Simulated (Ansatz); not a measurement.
GaAs at -1 GPa: from Born charge to LO–TO splitting and polaron coupling

All numbers below come from DFT PBEsol, scalar-relativistic, plane waves, PAW in Ansatz. Cutoff 420 eV, 12×12×12 k-points (Γ-centred), fixed occupations. No spin polarisation. Phonons by linear response, acoustic sum rule imposed.

The cell, relaxed at -1 GPa:
```cif
data_structure
_symmetry_space_group_name_H-M 'F-43m'
_symmetry_Int_Tables_number 216
_cell_length_a 5.6874
_cell_length_b 5.6874
_cell_length_c 5.6874
_cell_angle_alpha 90.000
_cell_angle_beta 90.000
_cell_angle_gamma 90.000
_cell_volume 183.97
loop_
_atom_site_label
_atom_site_type_symbol
_atom_site_symmetry_multiplicity
_atom_site_Wyckoff_symbol
_atom_site_fract_x
_atom_site_fract_y
_atom_site_fract_z
_atom_site_occupancy
Ga1 Ga 4 a 0.00000 0.00000 0.00000 1
As1 As 4 c 0.25000 0.25000 0.25000 1
```

The run warned that the force constants aren't converged on this k mesh, so the frequencies and all that is formed from them are rough.

Linear response gives ν_TO = 257.7 cm⁻¹, Born charges ±2.146 e (positive on Ga) and ε∞ = 14.860. The primitive cell holds 45.992 Å³, and the masses are 69.723 and 74.922 amu.

**Question.** Find ν_LO and the static dielectric constant.

**Answer.** The long-wave field adds a restoring force: ω_LO² − ω_TO² = Z*²e²/(ε_vac ε∞ μV). In these units ν_LO² − ν_TO² = 4.92064×10⁷ Z*²/(μ V ε∞) cm⁻², with μ = m₁m₂/(m₁ + m₂) = 36.114 amu: 9178 cm⁻². So ν_LO = √(257.7² + 9178) = 274.9 cm⁻¹, and the run gives 274.9. Lyddane–Sachs–Teller then gives ε0 = ε∞ (ν_LO/ν_TO)² = 16.91, against 16.91 in the run (it forms both from the same three quantities, so the match checks the arithmetic only). Between ν_TO and ν_LO the dielectric function is negative and an undamped crystal reflects fully: a reststrahlen band from 36.4 to 38.8 μm.

**Question.** What do the Clausius–Mossotti polarisability and the Szigeti charge come to?

**Answer.** With the Lorentz local field, α = (3V/4π)(ε∞ − 1)/(ε∞ + 2) = 9.03 Å³ for the pair, and e_S = 3Z*/(ε∞ + 2) = 0.38 e. The Born charge includes the electrons' response to the dipole's own local field, and e_S takes that enhancement out. The Lorentz field assumes point-like polarisable ions, a poor picture once ε∞ is this large, since the electron clouds then overlap or are shared, so both numbers are formal here.

**Question.** How strongly does a slow electron couple to the LO mode?

**Answer.** For one isotropic parabolic band, Fröhlich's constant is α_F = (1/ε∞ − 1/ε0) √(m* Ry/ħω_LO), with Ry = 13.606 eV, ħω_LO = 34.1 meV and m* in free-electron masses: α_F = 0.0082 × 19.98 × √m* = 0.16 √m*. The band mass isn't part of this run; for m* = 0.1, 0.3 and 1 it gives 0.05, 0.09, 0.16. In weak coupling the polaron lies α_F ħω_LO below the band edge (3 meV at m* = 0.3) with a mass m*(1 + α_F/6); past α_F of about 5 or 6 that expansion fails. A semilocal functional's ε∞ tends to be too large, which taken alone lowers α_F.

Cost: 1 run of about 3.2 core-minutes, on Intel Xeon Platinum 8259CL (Skylake/Cascade Lake) (shared hosts).

GaAs emerges as a weakly polar semiconductor in which electronic screening supplies most of the static dielectric constant. The Born charge of 2.146 e is not a static ionic charge: it largely reflects charge flowing through covalent sp³ bonds as the sublattices move. The strong electronic response then screens the long-range field of that motion, keeping the LO–TO splitting and the Fröhlich coupling small.

The ε∞ of 14.860 is well above the accepted value for GaAs, more than slight tension should cause. The likely reason is a semilocal gap that is too small, which makes virtual interband transitions too easy. The excess carries over into ε0 but not into the lattice contribution, ε0 − ε∞, because ε∞ cancels there, leaving the Born charge, mass, volume and TO frequency.

Weak coupling is plausible for conduction electrons, whose s-like band at Γ is light. The estimate doesn't carry over directly to holes, since the p-like valence-band top is degenerate and warped.
